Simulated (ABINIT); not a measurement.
Pd:

```
CELL_PARAMETERS angstrom
0.00000 1.94650 1.94650
1.94650 0.00000 1.94650
1.94650 1.94650 0.00000
ATOMIC_POSITIONS crystal
Pd 0.00000 0.00000 0.00000
```

Base run:

```yaml
Program: ABINIT 10.8.3 (patched build)
Functional: PBE
Potentials_or_basis: JTH PAW PBE v2.0
Cutoff: 626 eV
k_mesh: 12 × 12 × 12
Occupations: fermi-dirac, width 0.05 eV
Spin: no spin polarisation
```

Its results: band gap on the k mesh none (metal or under the smearing width); pressure 6.7 GPa.

Question: After a change of settings the same cell gave: band gap on the k mesh none (metal or under the smearing width); pressure -3.0 GPa. Which change was it?
A. functional from PBE to PBEsol; k mesh from 12 × 12 × 12 to 5 × 5 × 5
B. functional from PBE to PBEsol; potentials or basis from JTH PAW PBE v2.0 to PseudoDojo NC SR PBEsol v0.4 stringent; cutoff from 626 eV to 1116 eV
C. functional from PBE to OLYP
D. potentials or basis from JTH PAW PBE v2.0 to Ansatz NC PBE; cutoff from 626 eV to 1116 eV

Answer: B.
